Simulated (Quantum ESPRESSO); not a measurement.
# Te (P3_121) in Quantum ESPRESSO: settings compared, part 3 of 3

Quantum ESPRESSO 7.5. The steps go on from the part before.

## Step 4: Wannier functions, PBE

File pw.in:

```
&CONTROL
  calculation = 'scf'
  prefix = 'pwscf'
  outdir = './tmp'
  pseudo_dir = './pseudo'
  tprnfor = .true.
  tstress = .true.
  disk_io = 'low'
/
&SYSTEM
  ibrav = 0
  nat = 3
  ntyp = 1
  ecutwfc = 36
  ecutrho = 216
  nbnd = 15
  occupations = 'smearing'
  smearing = 'fd'
  degauss = 0.00367493
/
&ELECTRONS
  conv_thr = 6d-10
  electron_maxstep = 120
  mixing_beta = 0.5
/
ATOMIC_SPECIES
Te   127.6000 Te.GGA_PBE-JTH.UPF
CELL_PARAMETERS angstrom
   4.4540000000    0.0000000000    0.0000000000
  -2.2270000000    3.8572771485    0.0000000000
   0.0000000000    0.0000000000    5.9240000000
ATOMIC_POSITIONS crystal
Te     0.7310000000    0.7310000000    0.0000000000
Te     0.0000000000    0.2690000000    0.6666666667
Te     0.2690000000    0.0000000000    0.3333333333
K_POINTS automatic
7 7 5 0 0 0
```

File nscf.in:

```
&CONTROL
  calculation = 'nscf'
  prefix = 'pwscf'
  outdir = './tmp'
  pseudo_dir = './pseudo'
  disk_io = 'low'
/
&SYSTEM
  ibrav = 0
  nat = 3
  ntyp = 1
  ecutwfc = 36
  ecutrho = 216
  nbnd = 21
  occupations = 'smearing'
  smearing = 'fd'
  degauss = 0.00367493
  nosym = .true.
  noinv = .true.
/
&ELECTRONS
  conv_thr = 1d-09
  electron_maxstep = 120
  mixing_beta = 0.5
  diago_full_acc = .true.
/
ATOMIC_SPECIES
Te   127.6000 Te.GGA_PBE-JTH.UPF
CELL_PARAMETERS angstrom
   4.4540000000    0.0000000000    0.0000000000
  -2.2270000000    3.8572771485    0.0000000000
   0.0000000000    0.0000000000    5.9240000000
ATOMIC_POSITIONS crystal
Te     0.7310000000    0.7310000000    0.0000000000
Te     0.0000000000    0.2690000000    0.6666666667
Te     0.2690000000    0.0000000000    0.3333333333
K_POINTS crystal
48
  0.00000000   0.00000000   0.00000000 2.08333333e-02
  0.00000000   0.00000000   0.33333333 2.08333333e-02
  0.00000000   0.00000000   0.66666667 2.08333333e-02
  0.00000000   0.25000000   0.00000000 2.08333333e-02
  0.00000000   0.25000000   0.33333333 2.08333333e-02
  0.00000000   0.25000000   0.66666667 2.08333333e-02
[... 40 lines left out ...]
  0.75000000   0.75000000   0.33333333 2.08333333e-02
  0.75000000   0.75000000   0.66666667 2.08333333e-02
```

File pw2wan.in:

```
&INPUTPP
  prefix = 'pwscf'
  outdir = './tmp'
  seedname = 'w'
  write_mmn = .true.
  write_amn = .true.
/
```

File bands.in:

```
&CONTROL
  calculation = 'bands'
  prefix = 'pwscf'
  outdir = './tmp'
  pseudo_dir = './pseudo'
  disk_io = 'low'
/
&SYSTEM
  ibrav = 0
  nat = 3
  ntyp = 1
  ecutwfc = 36
  ecutrho = 216
  nbnd = 21
  occupations = 'smearing'
  smearing = 'fd'
  degauss = 0.00367493
/
&ELECTRONS
  conv_thr = 1d-08
  electron_maxstep = 120
  mixing_beta = 0.5
  diago_full_acc = .true.
/
ATOMIC_SPECIES
Te   127.6000 Te.GGA_PBE-JTH.UPF
CELL_PARAMETERS angstrom
   4.4540000000    0.0000000000    0.0000000000
  -2.2270000000    3.8572771485    0.0000000000
   0.0000000000    0.0000000000    5.9240000000
ATOMIC_POSITIONS crystal
Te     0.7310000000    0.7310000000    0.0000000000
Te     0.0000000000    0.2690000000    0.6666666667
Te     0.2690000000    0.0000000000    0.3333333333
K_POINTS crystal
93
  0.00000000   0.00000000   0.00000000 1
  0.04166700   0.00000000   0.00000000 1
  0.08333300   0.00000000   0.00000000 1
  0.12500000   0.00000000   0.00000000 1
  0.16666700   0.00000000   0.00000000 1
  0.20833300   0.00000000   0.00000000 1
[... 85 lines left out ...]
  0.33333300   0.33333300   0.43750000 1
  0.33333300   0.33333300   0.50000000 1
```

File w.win:

```
num_wann = 12
num_bands = 21
guiding_centres = true
dis_froz_max = 8.51
dis_num_iter = 600
dis_mix_ratio = 0.5
dis_conv_tol = 1.0d-9
num_iter = 0
conv_tol = 1.0d-9
conv_window = 4
num_print_cycles = 40
fermi_energy = 6.1926
bands_plot = true
write_hr = true
mp_grid = 4 4 3
begin projections
Te: s;p
end projections
begin unit_cell_cart
ang
  4.4540000000   0.0000000000   0.0000000000
 -2.2270000000   3.8572771485   0.0000000000
  0.0000000000   0.0000000000   5.9240000000
end unit_cell_cart
begin atoms_frac
Te   0.7310000000   0.7310000000   0.0000000000
Te   0.0000000000   0.2690000000   0.6666666667
Te   0.2690000000   0.0000000000   0.3333333333
end atoms_frac
begin kpoint_path
G   0.0000000000   0.0000000000   0.0000000000  M   0.5000000000   0.0000000000   0.0000000000
M   0.5000000000   0.0000000000   0.0000000000  K   0.3333333333   0.3333333333   0.0000000000
K   0.3333333333   0.3333333333   0.0000000000  G   0.0000000000   0.0000000000   0.0000000000
G   0.0000000000   0.0000000000   0.0000000000  A   0.0000000000   0.0000000000   0.5000000000
A   0.0000000000   0.0000000000   0.5000000000  L   0.5000000000   0.0000000000   0.5000000000
L   0.5000000000   0.0000000000   0.5000000000  H   0.3333333333   0.3333333333   0.5000000000
H   0.3333333333   0.3333333333   0.5000000000  A   0.0000000000   0.0000000000   0.5000000000
L   0.5000000000   0.0000000000   0.5000000000  M   0.5000000000   0.0000000000   0.0000000000
K   0.3333333333   0.3333333333   0.0000000000  H   0.3333333333   0.3333333333   0.5000000000
end kpoint_path
bands_num_points = 12
begin kpoints
  0.00000000   0.00000000   0.00000000
  0.00000000   0.00000000   0.33333333
  0.00000000   0.00000000   0.66666667
  0.00000000   0.25000000   0.00000000
  0.00000000   0.25000000   0.33333333
  0.00000000   0.25000000   0.66666667
[... 40 lines left out ...]
  0.75000000   0.75000000   0.33333333
  0.75000000   0.75000000   0.66666667
end kpoints
```

Potentials or basis: JTH 2.0 PBE.

Command:

```console
$ OMP_NUM_THREADS=1 pw.x -in pw.in > pw.out
$ OMP_NUM_THREADS=1 pw.x -in nscf.in > nscf.out
$ wannier90.x -pp w
$ OMP_NUM_THREADS=1 pw2wannier90.x -in pw2wan.in > pw2wan.out
$ wannier90.x w
$ OMP_NUM_THREADS=1 pw.x -in bands.in > bands.out
```

pw.out:

```text
This program is part of the open-source Quantum ESPRESSO suite
     for quantum simulation of materials; please cite
         "P. Giannozzi et al., J. Phys.:Condens. Matter 21 395502 (2009);
         "P. Giannozzi et al., J. Phys.:Condens. Matter 29 465901 (2017);
         "P. Giannozzi et al., J. Chem. Phys. 152 154105 (2020);
     in publications or presentations arising from this work. More details at

     file Te.GGA_PBE-JTH.UPF: wavefunction(s)  0S 0P renormalized
     Message from routine setup:
     using ibrav=0 with symmetry is DISCOURAGED, use correct ibrav instead

     G-vector sticks info
     --------------------
     sticks:   dense  smooth     PW     G-vecs:    dense   smooth      PW
     Sum        1045     703    199                36809    20005    3185

     Using Slab Decomposition

     bravais-lattice index     =            0
     lattice parameter (alat)  =       8.4168  a.u.
     unit-cell volume          =     686.8196 (a.u.)^3
     number of atoms/cell      =            3
     number of atomic types    =            1
     number of electrons       =        18.00
     number of Kohn-Sham states=           15
     kinetic-energy cutoff     =      36.0000  Ry
     charge density cutoff     =     216.0000  Ry
     scf convergence threshold =      6.0E-10
     mixing beta               =       0.5000
     number of iterations used =            8  plain     mixing
     Exchange-correlation= SLA PW PBX PBC
                           (   1   4   3   4   0   0   0)

     celldm(1)=   8.416840  celldm(2)=   0.000000  celldm(3)=   0.000000
     celldm(4)=   0.000000  celldm(5)=   0.000000  celldm(6)=   0.000000
[... 152 lines left out ...]
     iteration #  8     ecut=    36.00 Ry     beta= 0.50
     Davidson diagonalization with overlap
     ethr =  4.37E-11,  avg # of iterations =  3.7

     negative rho (up, down):  1.428E-02 0.000E+00

     End of self-consistent calculation

          k = 0.0000 0.0000 0.0000 (  2493 PWs)   bands (ev):

    -7.5859  -4.2883  -4.2883   2.9861   3.2873   3.2873   4.3630   4.3630
     5.2051   7.0884   7.0884   7.6939  11.1597  11.1597  12.0970
[... 143 lines left out ...]
    -6.2529  -5.5948  -3.9135   0.6338   2.1939   2.5354   3.7017   4.0038
     4.8221   7.7344   8.0560   8.5767  10.6683  11.5119  14.0561

          k =-0.1429 0.4124-0.1504 (  2510 PWs)   bands (ev):

    -6.6494  -5.0815  -4.0074   1.2743   1.7308   2.6856   3.0643   4.0038
     5.5023   6.9240   8.1195   9.2200  10.3567  11.4908  13.2738

          k =-0.1429 0.4124-0.3007 (  2513 PWs)   bands (ev):

    -6.3241  -5.7116  -3.6983   1.0617   1.6659   2.2109   3.9599   4.6891
     4.9690   7.4032   7.9759   8.4987  11.0031  11.6573  12.2891

     the Fermi energy is     6.2246 ev

!    total energy              =   -1087.82302444 Ry
     total all-electron energy =     -1087.823024 Ry
     estimated scf accuracy    <          8.3E-11 Ry
     smearing contrib. (-TS)   =      -0.00000658 Ry
     internal energy E=F+TS    =   -1087.82301786 Ry

     The total energy is F=E-TS. E is the sum of the following terms:
     one-electron contribution =      12.26539101 Ry
     hartree contribution      =       3.18967706 Ry
     xc contribution           =     -22.02242832 Ry
     ewald contribution        =     -49.61462496 Ry
     one-center paw contrib.   =   -1031.64103265 Ry

     convergence has been achieved in   8 iterations

     negative rho (up, down):  1.428E-02 0.000E+00

     Forces acting on atoms (cartesian axes, Ry/au):

     atom    1 type  1   force =    -0.00428532   -0.00742239    0.00000000
     atom    2 type  1   force =    -0.00428532    0.00742239    0.00000000
     atom    3 type  1   force =     0.00857064    0.00000000    0.00000000

     Total force =     0.014845     Total SCF correction =     0.000004

     Computing stress (Cartesian axis) and pressure

     negative rho (up, down):  1.428E-02 0.000E+00
          total   stress  (Ry/bohr**3)                   (kbar)     P=       14.80
   0.00009043  -0.00000000   0.00000000           13.30       -0.00        0.00
  -0.00000000   0.00009043   0.00000000           -0.00       13.30        0.00
   0.00000000   0.00000000   0.00012098            0.00        0.00       17.80

=------------------------------------------------------------------------------=
   JOB DONE.
=------------------------------------------------------------------------------=
```

w-pp.out:

```text
b_k Directions (Ang^-1)                          |
 |                           -----------------------                          |
 |            No.           x           y           z                         |
 |            ---        --------------------------------                     |
 |             1         0.000000    0.000000    0.353544                     |
 |             2         0.000000    0.407229    0.000000                     |
 |             3         0.352671    0.203615    0.000000                     |
 |             4         0.352671   -0.203615    0.000000                     |
 +----------------------------------------------------------------------------+

 Time to get kmesh              0.013 (sec)
 *============================================================================*
 |                              MEMORY ESTIMATE                               |
 *============================================================================*
 |                        Disentanglement            3.95 Mb                  |
 |                            Wannierise:            2.51 Mb                  |
 |                          plot_wannier:            2.51 Mb                  |
 *----------------------------------------------------------------------------*

 Starting a new Wannier90 calculation ...

 Time to write kmesh            0.018 (sec)

 Exiting... w.nnkp written.
```

Wall time 2.6 min (1 thread of Arm Neoverse V2, shared host); peak memory 0.11 GiB.

Results:

- Free energy: -14800.5862 eV
- Pressure: 1.5 GPa
- Largest force: 0.220 eV/Å
- Band gap along the path: 0.17 eV, indirect (least direct gap 0.19 eV)
- Total Wannier spread: 25.70 Å² over 12 functions
- RMS miss of the Wannier bands: 0.016 eV

Forces in eV/Å, atoms in the order of the input:
```
Te  -0.110 -0.191  0.000
Te  -0.110  0.191  0.000
Te   0.220  0.000  0.000
```

Stress tensor (GPa, compression positive):
```
1.33 0.00 0.00
0.00 1.33 0.00
0.00 0.00 1.78
```

Levels at the corners of the path, in eV from the valence-band top:
```csv
point,band 7,band 8,band 9,band 10,band 11,band 12
Γ,-1.69,-1.69,-0.85,1.03,1.03,1.64
M,-3.54,-1.05,-0.82,0.83,0.88,2.95
K,-3.10,-2.96,-2.72,2.87,2.87,3.16
Γ,-1.69,-1.69,-0.85,1.03,1.03,1.64
A,-1.32,-1.03,-1.03,0.45,0.47,0.47
L,-2.47,-2.14,-0.21,0.73,1.97,2.58
H,-0.99,-0.01,-0.01,0.17,1.31,1.31
A,-1.32,-1.03,-1.03,0.45,0.47,0.47
L,-2.47,-2.14,-0.21,0.73,1.97,2.58
M,-3.54,-1.05,-0.82,0.83,0.88,2.95
K,-3.10,-2.96,-2.72,2.87,2.87,3.16
H,-0.99,-0.01,-0.01,0.17,1.31,1.31
```

Wannier functions:
| function | nearest atom | distance (Å) | spread (Å²) | on-site energy from the reference level (eV) |
| --- | --- | --- | --- | --- |
| 1 | 1 Te | 0.00 | 1.35 | -10.78 |
| 2 | 1 Te | 0.03 | 2.43 | -1.63 |
| 3 | 1 Te | 0.05 | 2.39 | -1.71 |
| 4 | 1 Te | 0.05 | 2.40 | -1.71 |
| 5 | 2 Te | 0.00 | 1.35 | -10.78 |
| 6 | 2 Te | 0.03 | 2.43 | -1.63 |
| 7 | 2 Te | 0.05 | 2.39 | -1.71 |
| 8 | 2 Te | 0.05 | 2.40 | -1.71 |
| 9 | 3 Te | 0.00 | 1.35 | -10.78 |
| 10 | 3 Te | 0.03 | 2.43 | -1.63 |
| 11 | 3 Te | 0.00 | 2.42 | -1.70 |
| 12 | 3 Te | 0.03 | 2.38 | -1.72 |

Parts of the spread (Å²): invariant 17.62, diagonal 0.019, off-diagonal 8.06, total 25.70. Against the direct bands the interpolation misses by 16 meV (root mean square) and 67 meV at most, for states up to 1 eV over the reference level.

Caveat: the cutoff is low for these files, which shifts pressure and relaxed volume; spin-orbit coupling is left out, which moves the levels of the heavy elements.
